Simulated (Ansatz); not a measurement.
InSb under compression: one row to predict

It was relaxed at this level from a cell as deposited in COD.

Method: Ansatz 0.2.0, DFT PBE, scalar-relativistic, plane waves, PAW. Settings of the last relaxation (2-atom cell): 420 eV, 14×14×14 k points, Gaussian smearing of 0.10 eV, no spin polarisation.

Space group F-43m (No. 216). a = 6.635 Å, b = 6.635 Å, c = 6.635 Å, α = 90.00°, β = 90.00°, γ = 90.00°
```tsv
atom	site	symmetry	x	y	z
In	4a	-43m	0.0000	0.0000	0.0000
Sb	4c	-43m	0.2500	0.2500	0.2500
```

The cell was set to several volumes, with shape and atoms relaxed at each where symmetry leaves them free. Pressure is positive in compression, and energies count from the lowest row.

```csv
row,V (Å³/atom),P (GPa),ΔE (meV/atom),gap on mesh (eV)
1,32.128,6.41,77.5,0.14
2,33.223,4.36,40.9,0.00
3,34.318,?,?,?
4,35.413,1.21,4.0,0.00
5,36.509,0.00,0.0,0.00
6,37.604,-1.01,3.5,0.00
7,38.699,-1.85,13.4,0.00
8,40.160,-2.77,34.6,0.00
```

Question: Find B = −V·ΔP/ΔV from rows 4 and 6 and from rows 1 and 2, and from the two its slope B′ and its value B0 at zero pressure.

Answer: Rows 4 and 6 give −(35.413 + 37.604)/2 × (-1.01 − (1.21))/(37.604 − 35.413) = 37.0 GPa at a mean pressure of 0.10 GPa. Rows 1 and 2 give −(32.128 + 33.223)/2 × (4.36 − (6.41))/(33.223 − 32.128) = 61.2 GPa at a mean pressure of 5.38 GPa. So B′ = (61.2 − 37.0)/(5.38 − (0.10)) = 4.58 and B0 = 37.0 − 4.58 × (0.10) = 36.5 GPa. A third-order Birch–Murnaghan fit to all the energies gives B0 = 36.7 GPa and B′ = 4.9.

Question: Estimate the pressure and energy of row 3.

Answer: From row 5, V0 = 36.509 × (1 + (0.00)/36.5) = 36.509 Å³/atom. Murnaghan's form P = (B0/B′)·[(V0/V)^B′ − 1] gives (36.5/4.58) × [(36.509/34.318)^4.58 − 1] = 2.61 GPa; the computed pressure is 2.65 GPa, so the estimate is off by -0.04 GPa. The work of compression from row 4, with the mean of the two pressures, gives ΔE = 4.0 + (2.61 + 1.21)/2 × (35.413 − 34.318)/160.2 × 1000 = 17.1 meV/atom (1 eV/Å³ = 160.2 GPa); the computed value is 17.1 meV/atom. It has no gap on its mesh.

These runs have no spin–orbit coupling, which can matter for Sb. The zero gap may come from the functional, which often closes small gaps. All volumes keep the k mesh of the relaxed cell. A later test with randomly moved atoms came back to the same energy, though modes that don't fit the test's cell weren't probed.
